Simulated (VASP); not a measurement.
BeS:

```xyz
2
Lattice="0.0000 2.4250 2.4250 2.4250 0.0000 2.4250 2.4250 2.4250 0.0000" Properties=species:S:1:pos:R:3 pbc="T T T"
Be    0.0000    0.0000    0.0000
S     1.2125    1.2125    1.2125
```

Base run:

```yaml
Program: VASP 6.6.1
Functional: PBEsol
Potentials_or_basis: VASP PAW PBE potentials, release 64 (Be, S)
Cutoff: 520 eV
k_mesh: 6 × 6 × 6
Occupations: fermi-dirac, width 0.1 eV
Spin: no spin polarisation
```

Its results: band gap on the k mesh 2.93 eV, indirect (least direct gap 5.60 eV); pressure -0.5 GPa.

The run is repeated on the same cell with these changes: functional from PBEsol to BLYP. What comes out?

Band gap on the k mesh 3.40 eV, indirect (least direct gap 5.79 eV); pressure 4.4 GPa.

BLYP binds less tightly than PBEsol, so the same cell stands under more pressure.

Caveats: the PAW data sets were made with another functional, which shifts forces and pressure a little.

A k mesh can miss the band edges.
